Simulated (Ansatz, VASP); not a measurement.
**GaN in two plane-wave programs**

Wanted: the spread between two codes on one cell, functional and k mesh.

Calculated with Ansatz 0.2.0; plane waves, with VASP 6.6.1 beside it; band structure at PBE.

### Step 1. The structure

Symmetry: F-43m, No. 216, cubic system. The conventional cell has a = 4.507 Å, b = 4.507 Å, c = 4.507 Å, α = 90.00°, β = 90.00°, γ = 90.00°. Nearest to Ga lie 4 N at 1.95 Å. Nearest to N lie 4 Ga at 1.95 Å. Farther neighbours and most contacts between anions are not listed.

### Step 2. VASP: band structure, PBE

The same path points are solved in both programs, so levels can be compared one by one.

Lines of VASP's logs that name or quote its potential files are left out, and so is its time.

INCAR

```
SYSTEM = GaN
PREC = Accurate
ENCUT = 450
EDIFF = 1E-08
NELM = 100
ISMEAR = 0
SIGMA = 0.01
LREAL = .FALSE.
ALGO = Normal
GGA = PE
NBANDS = 15
LORBIT = 11
LWAVE = .TRUE.
LCHARG = .FALSE.
KPAR = 8
```

POSCAR

```
GaN
1.0
    0.0000000000      2.2535006075      2.2535006075
    2.2535006075      0.0000000000      2.2535006075
    2.2535006075      2.2535006075      0.0000000000
Ga N
1 1
Direct
    0.0000000000      0.0000000000      0.0000000000
    0.7500000000      0.7500000000      0.7500000000
```

KPOINTS

```
Automatic mesh
0
Gamma
6 6 6
0 0 0
```

KPOINTS_OPT

```
Line mode
12
Line-mode
Reciprocal
  0.00000000   0.00000000   0.00000000 GAMMA
  0.50000000   0.00000000   0.50000000 X

  0.50000000   0.00000000   0.50000000 X
  0.50000000   0.25000000   0.75000000 W

  0.50000000   0.25000000   0.75000000 W
  0.37500000   0.37500000   0.75000000 K

  0.37500000   0.37500000   0.75000000 K
  0.00000000   0.00000000   0.00000000 GAMMA

  0.00000000   0.00000000   0.00000000 GAMMA
  0.50000000   0.50000000   0.50000000 L

  0.50000000   0.50000000   0.50000000 L
  0.62500000   0.25000000   0.62500000 U

  0.62500000   0.25000000   0.62500000 U
  0.50000000   0.25000000   0.75000000 W

  0.50000000   0.25000000   0.75000000 W
  0.50000000   0.50000000   0.50000000 L

  0.50000000   0.50000000   0.50000000 L
  0.37500000   0.37500000   0.75000000 K

  0.62500000   0.25000000   0.62500000 U
  0.50000000   0.00000000   0.50000000 X
```

PAW data sets: Ga_d_GW and N_GW (PBE family, release 64).

On the command line:

```sh
> mpirun -np 8 vasp_std
```

Numbers of over 12 decimals in the logs are rounded to 6 here.

The program printed:

```text
[banner, memory and clock lines left out]
running    8 mpi-ranks, on    1 nodes
 distrk:  each k-point on    1 cores,    8 groups
 distr:  one band on    1 cores,    1 groups

 POSCAR found type information on POSCAR GaN
 POSCAR found :  2 types and       2 ions
|                                                                             |
|           W    W    AA    RRRRR   N    N  II  N    N   GGGG   !!!           |
|           W    W   A  A   R    R  NN   N  II  NN   N  G    G  !!!           |
|           W    W  A    A  R    R  N N  N  II  N N  N  G       !!!           |
|           W WW W  AAAAAA  RRRRR   N  N N  II  N  N N  G  GGG   !            |
|           WW  WW  A    A  R   R   N   NN  II  N   NN  G    G                |
|           W    W  A    A  R    R  N    N  II  N    N   GGGG   !!!           |
|                                                                             |
|     For optimal performance we recommend to set                             |
|       NCORE = 2 up to number-of-cores-per-socket                            |
|     NCORE specifies how many cores store one orbital (NPAR=cpu/NCORE).      |
|     This setting can greatly improve the performance of VASP for DFT.       |
|     The default, NCORE=1 might be grossly inefficient on modern             |
|     multi-core architectures or massively parallel machines. Do your        |
|     Unfortunately you need to use the default for GW and RPA                |
|     calculations (for HF NCORE is supported but not extensively tested      |
|     yet).                                                                   |
|                                                                             |

 LDA part: xc-table for (Slater+PW92), standard interpolation
 POSCAR, INCAR and KPOINTS ok, starting setup
 FFT: planning ... GRIDC
 FFT: planning ... GRID_SOFT
 FFT: planning ... GRID
 WAVECAR not read
 entering main loop
       N       E                     dE             d eps       ncg     rms          rms(c)
DAV:   1     0.133275716164E+03    0.13328E+03   -0.10460E+04   512   0.172E+03
DAV:   2    -0.467322059074E+01   -0.13795E+03   -0.13111E+03   557   0.389E+02
DAV:   3    -0.139639678381E+02   -0.92907E+01   -0.92406E+01   592   0.108E+02
DAV:   4    -0.141276028191E+02   -0.16363E+00   -0.16361E+00   593   0.162E+01
DAV:   5    -0.141319987797E+02   -0.43960E-02   -0.43959E-02   660   0.256E+00    0.111E+01
DAV:   6    -0.121335809383E+02    0.19984E+01   -0.53669E+00   727   0.485E+01    0.518E+00
DAV:   7    -0.121312678312E+02    0.23131E-02   -0.28767E-01   599   0.906E+00    0.321E+00
DAV:   8    -0.121266509299E+02    0.46169E-02   -0.50088E-02   522   0.350E+00    0.379E-01
DAV:   9    -0.121250141660E+02    0.16368E-02   -0.63601E-03   762   0.225E+00    0.723E-02
DAV:  10    -0.121252501612E+02   -0.23600E-03   -0.69679E-04   552   0.515E-01    0.228E-02
DAV:  11    -0.121252360054E+02    0.14156E-04   -0.68836E-05   776   0.200E-01    0.725E-03
DAV:  12    -0.121252376085E+02   -0.16031E-05   -0.74257E-06   529   0.321E-02    0.312E-03
DAV:  13    -0.121252374449E+02    0.16353E-06   -0.54662E-07   720   0.105E-02    0.367E-04
DAV:  14    -0.121252374473E+02   -0.23870E-08   -0.21138E-08   521   0.218E-03
   1 F= -.12125237E+02 E0= -.12125237E+02  d E =-.121979E-13
 Start KPOINTS_OPT (optional k-point list driver)
k-point batch [1-16\120]
       N       E                     dE             ncg
DAV:   1     0.831660967474E+03   -0.66778E+04      536
DAV:   2    -0.121602277360E+04   -0.20477E+04      557
DAV:   3    -0.135138915550E+04   -0.13537E+03      627
DAV:   4    -0.135377386318E+04   -0.23847E+01      606
DAV:   5    -0.135384712518E+04   -0.73262E-01      644
DAV:   6    -0.135385057138E+04   -0.34462E-02      662
DAV:   7    -0.135385065767E+04   -0.86285E-04      697
DAV:   8    -0.135385065940E+04   -0.17352E-05      704
DAV:   9    -0.135385065941E+04   -0.74328E-08      528
[...]
k-point batch [113-120\120]
       N       E                     dE             ncg
DAV:   1     0.607402975902E+04   -0.57664E+04      280
DAV:   2     0.519686796767E+04   -0.87716E+03      317
DAV:   3     0.515323427992E+04   -0.43634E+02      289
DAV:   4     0.515239236599E+04   -0.84191E+00      325
DAV:   5     0.515236577063E+04   -0.26595E-01      332
DAV:   6     0.515236441711E+04   -0.13535E-02      363
DAV:   7     0.515236437462E+04   -0.42490E-04      341
DAV:   8     0.515236437392E+04   -0.69916E-06      333
DAV:   9     0.515236437392E+04   -0.34479E-08      247
 writing wavefunctions
```

Parts of OUTCAR (step 2):

```text
ion  position               nearest neighbor table
   1  0.000  0.000  0.000-   2 1.95   2 1.95   2 1.95   2 1.95
   2  0.750  0.750  0.750-   1 1.95   1 1.95   1 1.95   1 1.95

  LATTYP: Found a face centered cubic cell.
 ALAT       =     4.5070012150

 Subroutine GETGRP returns: Found 24 space group operations
 (whereof 24 operations were pure point group operations)

The static configuration has the point symmetry T_d .

 Found     16 irreducible k-points:

   k-points           NKPTS =     16   k-points in BZ     NKDIM =     16   number of bands    NBANDS=     15

   dimension x,y,z NGX =    24 NGY =   24 NGZ =   24
   dimension x,y,z NGXF=    48 NGYF=   48 NGZF=   48

   ENCUT  =  450.0 eV  33.07 Ry    5.75 a.u.   5.51  5.51  5.51*2*pi/ulx,y,z

   NELECT =      18.0000    total number of electrons

 k-points in reciprocal lattice and weights: Automatic mesh
   0.00000000  0.00000000  0.00000000       0.005
   0.16666667  0.00000000  0.00000000       0.037
   0.33333333  0.00000000  0.00000000       0.037
   0.50000000  0.00000000  0.00000000       0.019
   0.16666667  0.16666667  0.00000000       0.028
   0.33333333  0.16666667  0.00000000       0.111
   0.50000000  0.16666667  0.00000000       0.111
  -0.33333333  0.16666667  0.00000000       0.111
  -0.16666667  0.16666667  0.00000000       0.056
[...]
-0.33333333  0.33333333  0.16666667       0.111
  -0.33333333  0.50000000  0.16666667       0.056

 average (electrostatic) potential at core
       1 -63.7274       2 -61.4092

 E-fermi :   5.1453

 k-point     1 :       0.0000    0.0000    0.0000
  band No.  band energies     occupation
    ...
      5      -8.0769      2.00000
      6      -8.0769      2.00000
      7       5.0978      2.00000
      8       5.0978      2.00000
      9       5.0978      2.00000
     10       6.8203      0.00000
     11      15.3897      0.00000
     12      15.3897      0.00000
     13      15.3897      0.00000
     14      22.7158      0.00000
    ...

 k-point     2 :       0.1667    0.0000    0.0000
  band No.  band energies     occupation
    ...
      5      -8.0783      2.00000
      6      -8.0783      2.00000
      7       2.8138      2.00000
      8       4.8276      2.00000
      9       4.8276      2.00000
     10       8.4316      0.00000
     11      14.3525      0.00000
     12      15.7452      0.00000
     13      15.7452      0.00000
     14      21.8772      0.00000
    ...

 k-point     3 :       0.3333    0.0000    0.0000
  band No.  band energies     occupation
    ...
      5      -8.0561      2.00000
      6      -7.5924      2.00000
      7      -0.2621      2.00000
      8       4.3496      2.00000
      9       4.3496      2.00000
     10       9.5607      0.00000
     11      13.7371      0.00000
     12      15.7162      0.00000
     13      15.7162      0.00000
     14      20.7182      0.00000
    ...

  Total        0.4962132      0.4962132      0.4962132      0.0000000      0.0000000      0.0000000
  in kB       34.7356849     34.7356849     34.7356849      0.0000000      0.0000000      0.0000000
  external PRESSURE =      34.7356849 kB  Pullay stress =       0.0000000 kB

  energy-cutoff  :      450.00
  volume of cell :       22.89
      direct lattice vectors                 reciprocal lattice vectors
     0.000000000  2.253500607  2.253500607    -0.221877020  0.221877020  0.221877020
     2.253500607  0.000000000  2.253500607     0.221877020 -0.221877020  0.221877020
     2.253500607  2.253500607  0.000000000     0.221877020  0.221877020 -0.221877020

 POSITION                                       TOTAL-FORCE (eV/Angst)
 -----------------------------------------------------------------------------------
      0.00000      0.00000      0.00000        -0.000000      0.000000     -0.000000
      3.38025      3.38025      3.38025         0.000000     -0.000000      0.000000
 -----------------------------------------------------------------------------------
    total drift:                               -0.000016     -0.000016     -0.000016

  FREE ENERGIE OF THE ION-ELECTRON SYSTEM (eV)
  ---------------------------------------------------
  free  energy   TOTEN  =       -12.1252374473 eV

  energy  without entropy=      -12.1252374473  energy(sigma->0) =      -12.12523745

 total charge
# of ion       s       p       d       tot
------------------------------------------
    1        0.781   0.899  10.127  11.807
    2        1.200   2.453   0.000   3.653
--------------------------------------------------
tot          1.981   3.351  10.127  15.460

[... 3 further parts left out ...]
```

The run ends at a pressure of 3.47 GPa.

### Step 3. Ansatz: band structure, PBE

Ansatz runs on its default PAW (the set named soft_2) files.

The same cell, functional, mesh and smearing now go to Ansatz, which takes its cutoff from its data sets.

input.yaml

```yaml
crystal:
  lattice:
    - [0.0, 2.2535006075, 2.2535006075]
    - [2.2535006075, 0.0, 2.2535006075]
    - [2.2535006075, 2.2535006075, 0.0]
  atoms:
    - { symbol: Ga, position: [0.0, 0.0, 0.0] }
    - { symbol: "N", position: [0.75, 0.75, 0.75] }
hamiltonian:
  xc: pbe
  pseudopotentials: { kind: paw }
kpoints:
  mp_grid: { grid: [6, 6, 6] }
  band_path:
    path:
      - [0.0, 0.0, 0.0]
      - [0.18182, 0.0, 0.18182]
      - [0.36364, 0.0, 0.36364]
      - [0.5, 0.0, 0.5]
      - [0.5, 0.09091, 0.59091]
      - [0.5, 0.18182, 0.68182]
      - [0.5, 0.25, 0.75]
      - [0.45455, 0.29545, 0.75]
      - [0.40909, 0.34091, 0.75]
      - [0.375, 0.375, 0.75]
      - [0.20455, 0.20455, 0.40909]
      - [0.06818, 0.06818, 0.13636]
      - [0.04545, 0.04545, 0.04545]
      - [0.22727, 0.22727, 0.22727]
      - [0.40909, 0.40909, 0.40909]
      - [0.51136, 0.47727, 0.51136]
      - [0.55682, 0.38636, 0.55682]
      - [0.60227, 0.29545, 0.60227]
      - [0.61364, 0.25, 0.63636]
      - [0.56818, 0.25, 0.68182]
      - [0.51136, 0.25, 0.73864]
      - [0.5, 0.29545, 0.70455]
      - [0.5, 0.38636, 0.61364]
      - [0.5, 0.47727, 0.52273]
      - [0.47727, 0.47727, 0.54545]
      - [0.43182, 0.43182, 0.63636]
      - [0.38636, 0.38636, 0.72727]
      - [0.60227, 0.20455, 0.60227]
      - [0.55682, 0.11364, 0.55682]
      - [0.5, 0.0, 0.5]
    npoints: 1
scf:
  occupations: { method: gaussian, width: 0.01 }
  n_extra_bands: 7
output:
  forces: true
  stress: true
  eigenvalues: true
```

On the command line:

```sh
> ansatz run input.yaml --threads 2 --pin off --max-ram 4608MiB --backend cpu --events-out ev --progress --plain --runs-dir out
```

The program printed:

```text
scf.n_extra_bands = 7 over 9 filled bands (N_el = 18.0): the run solves 16 bands
Engine: ansatz 0.2.0, x86_64-unknown-linux-gnu
Pseudopotentials: kind: paw
Pseudopotential: Ga, paw, valence charge 13, recommended cutoff 420 eV (normal), Ga.paw.azcp
Pseudopotential: N, paw, valence charge 5, recommended cutoff 420 eV (normal), N.paw.azcp
Functional definition: PBE
  parameter kappa = 0.804
  parameter beta = 0.066725
  exchange = pbe_x(kappa = kappa, mu = beta*pi^2/3)
  correlation = pbe_c(beta = beta)
Crystal: 2 atoms, lattice volume = 22.888 Å³
Basis set: ecut = 420 eV, 459 PW (Γ), exchange–correlation on 48×48×48 points (8 copies of the dense FFT grid, shifted against one another)
Bands: 16, of which v1, the nominal top of the filled ones, is band 9 counted from 1 (8 counted from 0)
Symmetry: 24 space group operations
Space group: F-43m (ITA 216), of the structure as read, at distance tolerance 2.8e-5 Å
k-points: 16 of 216 (time reversal used)
Non-local potential: Ga, projectors of the file, l = 0: 2, l = 1: 2, l = 2: 3, l = 3: 1
Non-local potential: N, projectors of the file, l = 0: 2, l = 1: 2, l = 2: 1
PAW form: soft (Blöchl's): semilocal exchange-correlation on the pseudo side does not see the compensation charge
PAW one-centre angular grid: Ga, 590 points (default); XC on 64 Gauss nodes
PAW one-centre angular grid: N, 110 points (default); XC on 64 Gauss nodes
Initial density: superposition of atomic densities (neutral atoms: chi_scale 0, normalization atom), corrected by the library's trained network
Initial wavefunctions: pseudopotential atomic-orbital guess
Functional: x = pbe(κ = 0.804, μ = 0.219515), c = pbe(β = 0.066725)
SCF iter   1: F=—  HF=-4167.893321 eV  |F-HF|=—  |Δ(HF+E_count)|=         —  Δρ=6.40e-4  dr2=3.00e-5  ethr=1.77e-3  ⟨swp⟩=4.9  Hψ=1297  notcnv=0
preconditioner: auto → none  [insulator: Δε(μ)=1.714 eV  Ē_g=22.890 eV  σ=0.010 eV  W_gap=1.00  n_scr=8 (ndim 8)  ℏωp=32.9 eV  f_vac=0.001  D(μ)=0.00/eV (n_scr^D=0)  ε∞_Penn≈3.1]
SCF iter   2: F=—  HF=-4167.893560 eV  |F-HF|=—  |Δ(HF+E_count)|=   2.39e-4  Δρ=3.23e-4  dr2=6.92e-6  ethr=1.67e-7  ⟨swp⟩=2.8  Hψ=613  notcnv=0  defer=36
SCF iter   3: F=—  HF=-4167.893603 eV  |F-HF|=—  |Δ(HF+E_count)|=   4.28e-5  Δρ=1.34e-4  dr2=1.26e-6  ethr=3.84e-8  ⟨swp⟩=2.0  Hψ=358  notcnv=0  defer=36
SCF iter   4: F=—  HF=-4167.893612 eV  |F-HF|=—  |Δ(HF+E_count)|=   8.74e-6  Δρ=2.29e-5  dr2=1.10e-7  ethr=7.00e-9  ⟨swp⟩=2.0  Hψ=362  notcnv=0  defer=36
iter 5 did not close the SCF: its close was put off for the readings that it lacked (scf_convergence_deferred on its scf_iter line)
SCF iter   5: F=-4167.893612 eV  HF=-4167.893612 eV  |F-HF|=5.80e-10  |Δ(HF+E_count)|=   7.75e-8  Δρ=9.43e-6  dr2=7.36e-9  ethr=6.09e-10  ⟨swp⟩=2.0  Hψ=362  notcnv=0  defer=36
SCF iter   6: F=-4167.893612 eV  HF=-4167.893612 eV  |F-HF|=6.37e-11  |Δ(HF+E_count)|=   1.07e-9  Δρ=9.51e-7  dr2=7.98e-11  ethr=4.09e-11  ⟨swp⟩=4.6  Hψ=1032  notcnv=0
SCF 1 converged in 6 iterations: F = -4167.893612 eV  dr2 = 7.98e-11
  greatest PAW one-centre occupation: 0.995 electrons in one spin orbital (limit 2), on the Ga atom at site 0 (counted from 0), in its partial waves of l = 2
NSCF: frozen V_eff on 30 k-points
SCF converged after 6 iterations
Free energy (F): -4167.893612 eV
Harris-Foulkes:  -4167.893612 eV  (|F-HF|=6.37e-11)
Internal energy: -4167.893612 eV  (E = F + TS)
E sigma→0 (E₀):  -4167.893612 eV
Fermi energy:    10.512304 eV
--- Per-component energies (eV) ---
  E_band       = -5.612785
  E_kinetic    = 247.156252
  E_local      = -1949.991920  (includes V_loc(G=0)·N_el)
  E_nonlocal   = 474.313310
  E_hartree    = 897.152496
  E_xc         = -128.812892
  E_vxc        = -134.155487  (∫ρ·V_xc dr)
  E_paw        = -2120.276043  (= ΣΔE_a)
  E_vpaw       = -437.239764  (= ΣTr[D̂ρ^β])
  E_aug_tail   = 0.000139  (compensation charges beyond the density's cutoff)
  E_ewald      = -1587.434954
  E_smearing   = -0.000000  (= −TS)
  E_closure    = -0.000000  (closes the sum)
  Σ components = -4167.893612   (vs F -4167.893612, Δ=0.00e0)
--- Forces (eV/Å), atoms counted from 1 ---
  atom   1  Ga    -0.00000000     0.00000000     0.00000000
  atom   2  N      0.00000000    -0.00000000    -0.00000000
  max |Σ_I F_I| component: 5.55e-17 eV/Å
--- Stress (GPa, compression-positive) ---
        4.986826       0.000000      -0.000000
       -0.000000       4.986826       0.000000
       -0.000000       0.000000       4.986826
  P = ⅓ Tr σ = 4.9868 GPa (49.868 kbar)
--- Band table (eV; the first three rows and the last of 16) ---
  k-point 0: bands = [... 5 lower, -3.5204, 9.6548, 9.6548, 9.6548, 11.3697, 19.9619, 19.9619, 19.9619, ... 3 higher]
  k-point 1: bands = [... 5 lower, -3.5218, 7.3698, 9.3839, 9.3839, 12.9815, 18.9169, 20.3164, 20.3164, ... 3 higher]
  k-point 2: bands = [... 5 lower, -3.0358, 4.2958, 8.9033, 8.9033, 14.1149, 18.2920, 20.2850, 20.2850, ... 3 higher]
  k-point 15: bands = [... 5 lower, -1.6127, 3.8235, 6.2244, 6.2263, 14.9505, 17.5611, 20.9577, 21.0055, ... 3 higher]
```

Wall time 1.8 s (2 threads of AMD EPYC 7R43, shared host); peak memory 0.33 GiB; 2.2 s of CPU time.

### Step 4. Differences

Known differences besides the potentials themselves: the cutoff is 420 eV in Ansatz and 450 eV in VASP; VASP leaves aspherical gradient terms in its spheres out (LASPH is not set), Ansatz keeps them. Total energies have different zeros and are not compared.

Compared:

```
                     quantity  Ansatz   VASP  difference
gap over the path points (eV)   1.715  1.722      -0.008
```

Levels at points of the path, from each program's valence-band top (eV; 3 filled, then empty):

```
k (reciprocal lattice)                       Ansatz                         VASP
     0.000 0.000 0.000    0.00 0.00 0.00 1.72 10.31    0.00 0.00 0.00 1.72 10.29
     0.182 0.000 0.182  -2.38 -0.91 -0.91 4.04 8.23  -2.37 -0.91 -0.91 4.04 8.22
     0.364 0.000 0.364  -5.07 -2.30 -2.30 3.99 6.89  -5.07 -2.30 -2.30 3.99 6.88
     0.500 0.000 0.500  -6.13 -2.70 -2.70 3.35 6.66  -6.13 -2.70 -2.70 3.34 6.66
     0.500 0.091 0.591  -6.03 -3.01 -2.98 4.05 7.13  -6.03 -3.01 -2.98 4.04 7.13
     0.500 0.182 0.682  -5.79 -3.51 -3.50 5.55 8.05  -5.79 -3.51 -3.50 5.55 8.05
     0.500 0.250 0.750  -5.70 -3.69 -3.64 6.22 8.38  -5.70 -3.69 -3.64 6.22 8.38
     0.455 0.295 0.750  -5.76 -4.01 -3.05 5.89 8.15  -5.76 -4.01 -3.05 5.89 8.15
     0.409 0.341 0.750  -5.84 -4.21 -2.38 5.22 7.91  -5.84 -4.21 -2.37 5.21 7.91
     0.375 0.375 0.750  -5.87 -4.25 -2.17 5.00 7.86  -5.87 -4.25 -2.17 4.99 7.86
```

Among the levels compared at these points, filled levels agree within 5 meV and empty ones within 15 meV. Not compared: the pressure (VASP's GW data sets at this cutoff don't carry it).

### Step 5. Further runs

Further runs change the set-up of one program: Ansatz's method, potentials or start, or VASP's data sets, cutoff or form of LDA. The table gives Ansatz less VASP for each quantity, since a change that brings one quantity closer may part another.

```
                                        run  gap over the path points (eV)
                                   as above                        -0.0076
   Ansatz's larger PAW set (cutoff 1300 eV)                         0.0092
norm-conserving potentials (cutoff 1240 eV)                          0.014
```

### Step 6. What came out

| Quantity | Value |
| --- | --- |
| difference in gap over the path points (band structure, PBE) | -0.0076 eV |

**Reading.** The difference in gap over the path points is -0.0076 eV (band structure, PBE), within the 0.08 eV picked in this series as the mark of a large difference. Band structure, PBE, Ansatz's larger PAW set (cutoff 1300 eV): the difference in gap over the path points goes from -0.0076 to 0.0092 eV. Band structure, PBE, norm-conserving potentials (cutoff 1240 eV): the difference in gap over the path points goes from -0.0076 to 0.014 eV. Such differences can come from data sets, numerical settings and the points named under the comparisons, not from the functional's error against experiment.

[Lines on the potential files, build, host, timing and source positions are cut from VASP's logs without a mark.]

[Logs are printed without paths, hosts, clocks, repeated set-up lines and the standing remarks that a program may print on its own settings, such as how far it seeks lower states.]

[Hosts, paths, dates, database ids (printed as entryN), source tags and the programs' standing remarks are cut or masked in the printed files.]
